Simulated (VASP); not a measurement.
**CuO under changes of volume**

One of the cells (8.482 Å³/atom); the others are scaled copies at fixed shape and fractional positions:

```xyz
2
Lattice="2.5695 0.0000 0.0000 0.0000 2.5695 0.0000 0.0000 0.0000 2.5695" Properties=species:S:1:pos:R:3 pbc="T T T"
Cu    0.0000    0.0000    0.0000
O     1.2847    1.2847    1.2847
```

Measurements of this composition are mostly on another form, of space group No. 15.

```yaml
Program: VASP 6.6.1
Functional: r2SCAN
Potentials_or_basis: VASP PAW PBE potentials, release 64 (Cu, O)
Cutoff: 520 eV
k_mesh: 10 × 10 × 10
Occupations: fermi-dirac, width 0.05 eV
Spin: no spin polarisation
```

```csv
volume (Å³/atom),energy over the lowest point (meV/atom),pressure (GPa)
7.817,87.36,31.8
7.983,?,?
8.149,35.27,18.6
8.482,7.84,8.0
8.648,1.75,3.6
8.815,0.00,-0.4
```

Question: What does the run at 7.983 Å³/atom give?

Answer: Energy over the lowest point 57.90 meV/atom; pressure 25.0 GPa.

Worked out: A Birch-Murnaghan fit of order 3 (a polynomial in V^(-2/3)) to the other rows has its minimum at 8.80 Å³/atom with B0 = V·E''(V) = 197 GPa and B' = 5.2. It gives 57.85 meV/atom at 7.983 Å³/atom, against the run's 57.90, and -dE/dV = 25.0 GPa, against 25.0.

Energies are extrapolated to zero smearing.

Caveats: the PAW data sets were made with another functional, which shifts forces and pressure a little; an odd number of electrons without spin polarisation forces a metal; a magnetic or distorted state may lie lower; the run has no spin polarisation, though such a crystal can be magnetic.
